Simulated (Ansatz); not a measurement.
## Tc under changes of volume

One of the cells (14.830 Å³/atom); the others are scaled copies at fixed shape and fractional positions:

```xyz
1
Lattice="0.0000 1.9500 1.9500 1.9500 0.0000 1.9500 1.9500 1.9500 0.0000" Properties=species:S:1:pos:R:3 pbc="T T T"
Tc    0.0000    0.0000    0.0000
```

This isn't the form of Tc at room conditions, which is hcp.

- Program: Ansatz 0.2.0
- Functional: PBE
- Potentials or basis: all-electron LAPW, relativistic spinors
- Cutoff: 270 eV (chosen from the basis error)
- Basis error allowed: 0.0005 eV/atom
- k mesh: 9 × 9 × 9
- Occupations: fermi-dirac, width 0.05 eV
- Spin: non-collinear spin, program default start, spin-orbit coupling
- Hubbard terms: Tc d U = 8 eV

| volume (Å³/atom) | energy over the lowest point (meV/atom) | pressure (GPa) |
| --- | --- | --- |
| 13.940 | ? | ? |
| 14.237 | 470.63 | 55.5 |
| 14.533 | 370.97 | 51.9 |
| 14.830 | 277.74 | 50.4 |
| 15.126 | 183.54 | 50.6 |
| 15.423 | 89.67 | 49.3 |
| 15.720 | 0.00 | 46.4 |

**Question.** What does the run at 13.940 Å³/atom give?

**Answer.** Energy over the lowest point 575.84 meV/atom; pressure 55.3 GPa.

Worked out: A Birch-Murnaghan fit of order 3 (a polynomial in V^(-2/3)) to the other rows has no minimum within the range. It gives 571.70 meV/atom at 13.940 Å³/atom, against the run's 575.84, and -dE/dV = 55.7 GPa, against 55.3.

Energies are extrapolated to zero smearing.

Caveats: U is the effective U less J, on atomic orbitals that reach past the spheres; the k mesh is thin for a metal, which can move the energy by tens of meV per atom; the U is typed as a test and isn't derived for this compound.

The runs don't all hold the same shells in valence.
